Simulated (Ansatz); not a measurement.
# Bi2TeSe2 (Skippenite) (R-3m) in Ansatz: reference runs, part 2 of 2

Ansatz 0.2.0. The steps go on from the part before.

### 3 Equation of state, PBEsol

Potentials or basis: all-electron LAPW, scalar-relativistic.

No new run: the results of the series are fitted here.

What came out:

| Item | Value |
| --- | --- |
| Equilibrium volume | 30.33 Å³/atom |
| Bulk modulus at fixed shape and positions | 59 GPa |
| Pressure derivative of the bulk modulus | 4.5 |

Energy against volume, from the lowest point:
| volume (Å³/atom) | energy (meV/atom) |
| --- | --- |
| 27.669 | 50.16 |
| 28.257 | 29.07 |
| 28.846 | 14.09 |
| 29.435 | 4.63 |
| 30.023 | 0.10 |
| 30.612 | 0.00 |
| 31.201 | 3.89 |

Caveat: the cell was scaled at fixed shape and fractional positions, which overstates the stiffness of a crystal with free parameters, most of all of layers and chains; spin-orbit coupling is left out, which moves the levels of the heavy elements.

### 4 Single point, PBEsol (atoms moved at random, drawn with an rms of 0.05 Å)

input.yaml

```yaml
crystal:
  lattice:
    - [2.0915, 1.207528088, 9.7123333333]
    - [-2.0915, 1.207528088, 9.7123333333]
    - [0.0, -2.415056176, 9.7123333333]
  atoms:
    - { symbol: Bi, position: [0.608852, 0.586867, 0.610326] }
    - { symbol: Bi, position: [0.397849, 0.398835, 0.39686] }
    - { symbol: Te, position: [0.006543, -0.008027, 0.005966] }
    - { symbol: Se, position: [0.792385, 0.786055, 0.782708] }
    - { symbol: Se, position: [0.23706, 0.210773, 0.191429] }
kpoints:
  mp_grid: { grid: [7, 7, 7] }
scf:
  occupations: { method: fermi_dirac, width: 0.05 }
hamiltonian:
  xc: pbesol
  pseudopotentials: { kind: all_electron, lapw: { basis_error: 0.001 } }
output:
  forces: true
  stress: true
  eigenvalues: true
  populations: true
```

Potentials or basis: all-electron LAPW, scalar-relativistic.

On the command line:

```sh
> ansatz run input.yaml --threads 4 --pin off --max-ram 12288MiB --backend cpu --events-out ev --progress --plain --runs-dir out
```

Log:

```text
Warning: RAYON_NUM_THREADS=4 ignored (pool sized by the plan → 4); use --threads N
Bi: projections on atomic orbitals take those of the free atom 1s2 2s2 2p6 3s2 3p6 3d10 4s2 4p6 4d10 4f14 5s2 5p6 5d10 6s2 6p3, of charge +0.00 (hamiltonian.pseudopotentials.projection_atoms)
Te: projections on atomic orbitals take those of the free atom 1s2 2s2 2p6 3s2 3p6 3d10 4s2 4p6 4d10 5s2 5p4, of charge +0.00 (hamiltonian.pseudopotentials.projection_atoms)
Se: projections on atomic orbitals take those of the free atom 1s2 2s2 2p6 3s2 3p6 3d10 4s2 4p4, of charge +0.00 (hamiltonian.pseudopotentials.projection_atoms)
LAPW: plane waves up to 7.821 Å⁻¹, error target 1.0e-3 eV per atom; small_component_spin mean_spin; Se in spheres of 1.337 Å, 24 of its electrons in bands, Dirac shells []; Te in spheres of 1.481 Å, 24 of its electrons in bands, Dirac shells []; Bi in spheres of 1.481 Å, 37 of its electrons in bands, Dirac shells [] (how accurate: hamiltonian.pseudopotentials.lapw.basis_error, Limitations)
Engine: ansatz 0.2.0, x86_64-unknown-linux-gnu
Pseudopotentials: kind: all_electron
Pseudopotential: Bi, LAPW, valence charge 37, lapw/all_electron/scalar/gaussian/Bi, Koelling and Harmon's equation, gaussian nucleus
[... 65 lines left out ...]
  k-point 171: bands = ["-195.5292", "-195.4264", "-147.5027", "-141.7584", "-141.7002", "-136.9032", "-136.9025", "-136.9024", "-136.9007", "-136.8982", "-136.8976", "-136.8962", "-136.8416", "-136.8392", "-136.8390", "-136.8388", "-136.8371", "-136.8364", "-136.8361", "-135.2011", "-135.1947", "-135.1827", "-135.0979", "-135.0890", "-135.0834", "-97.6233", "-97.6081", "-97.5997", "-79.9736", "-79.9716", "-79.9616", "-79.9132", "-79.9127", "-79.9111", "-35.6311", "-35.6286", "-35.6197", "-35.6151", "-35.6123", "-35.5256", "-35.5233", "-35.5190", "-35.5134", "-35.5120", "-25.0889", "-25.0797", "-25.0761", "-25.0590", "-25.0548", "-11.4019", "-11.3763", "-11.3713", "-11.3589", "-11.3546", "-11.3491", "-11.3277", "-11.3225", "-11.3031", "-11.2994", "-1.0056", "-0.8330", "-0.1221", "0.8987", "1.8434", "6.1177", "7.8427", "8.0926", "8.1105", "8.8991", "9.0250", "10.1723", "10.5972", "11.0710", "12.6338", "13.2622", "13.7746", "14.9643", "15.2965", "15.9186", "16.8593", "17.4442", "19.8094", "20.6404", "20.8997", "21.0885", "21.5516", "21.6381", "22.2003"]
--- Löwdin populations: 5 sites ---
  site symbol       q [e]
     0     Bi     82.5313
     1     Bi     82.5300
     2     Te     52.1688
     3     Se     34.2972
     4     Se     34.2771
  spilling = 0.000684 (of n_electrons = 286.000000)
```

populations.tsv:

```text
# site	symbol	l	j	q
# orbitals = lowdin
# n_electrons = 286.000000
# spilling = 0.000684
# projection_atom_Bi: 1s2 2s2 2p6 3s2 3p6 3d10 4s2 4p6 4d10 4f14 5s2 5p6 5d10 6s2 6p3
# projection_atom_Te: 1s2 2s2 2p6 3s2 3p6 3d10 4s2 4p6 4d10 5s2 5p4
# projection_atom_Se: 1s2 2s2 2p6 3s2 3p6 3d10 4s2 4p4
0	Bi	0_1S	-	2.000000
0	Bi	0_2S	-	1.999999
0	Bi	0_3S	-	1.999993
0	Bi	0_4S	-	1.999939
0	Bi	0_5S	-	1.999281
0	Bi	0_6S	-	1.955061
0	Bi	1_2P	-	6.000000
0	Bi	1_3P	-	5.999999
0	Bi	1_4P	-	5.999971
0	Bi	1_5P	-	5.997926
0	Bi	1_6P	-	2.581040
0	Bi	2_3D	-	10.000000
0	Bi	2_4D	-	9.999997
0	Bi	2_5D	-	9.998057
0	Bi	3_4F	-	13.999998
1	Bi	0_1S	-	2.000000
1	Bi	0_2S	-	1.999999
1	Bi	0_3S	-	1.999993
1	Bi	0_4S	-	1.999935
1	Bi	0_5S	-	1.999232
1	Bi	0_6S	-	1.952205
1	Bi	1_2P	-	6.000000
1	Bi	1_3P	-	5.999999
1	Bi	1_4P	-	5.999969
1	Bi	1_5P	-	5.997770
1	Bi	1_6P	-	2.582886
1	Bi	2_3D	-	10.000000
1	Bi	2_4D	-	9.999997
1	Bi	2_5D	-	9.997987
1	Bi	3_4F	-	13.999998
2	Te	0_1S	-	1.999999
2	Te	0_2S	-	1.999976
2	Te	0_3S	-	1.999644
2	Te	0_4S	-	1.995488
2	Te	0_5S	-	1.810937
2	Te	1_2P	-	6.000000
2	Te	1_3P	-	5.999974
2	Te	1_4P	-	5.997942
2	Te	1_5P	-	4.366644
2	Te	2_3D	-	9.999998
2	Te	2_4D	-	9.998165
3	Se	0_1S	-	1.999998
3	Se	0_2S	-	1.999912
3	Se	0_3S	-	1.998166
3	Se	0_4S	-	1.908516
3	Se	1_2P	-	5.999998
3	Se	1_3P	-	5.999599
3	Se	1_4P	-	4.391282
3	Se	2_3D	-	9.999760
4	Se	0_1S	-	1.999998
4	Se	0_2S	-	1.999910
4	Se	0_3S	-	1.998125
4	Se	0_4S	-	1.907786
4	Se	1_2P	-	5.999997
4	Se	1_3P	-	5.999589
4	Se	1_4P	-	4.371897
4	Se	2_3D	-	9.999755
```

Wall time 1.9 min (4 threads of Intel Xeon 6975P-C (Granite Rapids), shared host); peak memory 2.5 GiB.

What came out:

| Property | Result |
| --- | --- |
| Free energy | -1488071.6318 eV |
| Pressure | 2.6 GPa |
| Largest force | 1.821 eV/Å |
| Band gap on the k mesh | 0.47 eV, direct |
| Loewdin charges | Bi +0.47; Te -0.17; Se -0.30, -0.28 e |

Forces on the atoms (eV/Å):
```
Bi  -0.026  0.213 -1.427
Bi   0.091 -0.093  1.816
Te  -0.038  0.192 -0.378
Se   0.009  0.007 -0.343
Se  -0.035 -0.319  0.331
```

Stress tensor (GPa, compression positive):
```
 2.17 -0.25  0.38
-0.25  2.50  0.54
 0.38  0.54  3.13
```

Caveat: spin-orbit coupling is left out, which as a rule narrows the gap of such compounds by several tenths of an eV; an odd mesh through Γ misses points on the zone boundary, where band edges often lie.

### 5 The runs side by side

| task | cell | cutoff (eV) | gap on the mesh (eV) | pressure (GPa) | largest force (eV/Å) |
| --- | --- | --- | --- | --- | --- |
| single point | as given | 210 | 0.43 | 1.9 | 1.79 |
| equation of state | as given | - | - | - | - |
| single point | atoms moved at random, drawn with an rms of 0.05 Å | 233 | 0.47 | 2.6 | 1.82 |

Alike in all rows: level PBEsol; potentials or basis all-electron LAPW, scalar-relativistic; no spin polarisation; k mesh 7 × 7 × 7; smearing fermi-dirac 0.05 eV; basis error allowed 0.001 eV/atom.

Caveats: spin-orbit coupling is left out, which as a rule narrows the gap of such compounds by several tenths of an eV (some runs); an odd mesh through Γ misses points on the zone boundary, where band edges often lie (some runs); forces of over 1 eV/Å show positions far from the minimum, so gaps and moduli don't describe the material at rest (some runs); the cell was scaled at fixed shape and fractional positions, which overstates the stiffness of a crystal with free parameters, most of all of layers and chains (some runs); spin-orbit coupling is left out, which moves the levels of the heavy elements (some runs).

Compare energies only between runs with the same functional and basis.
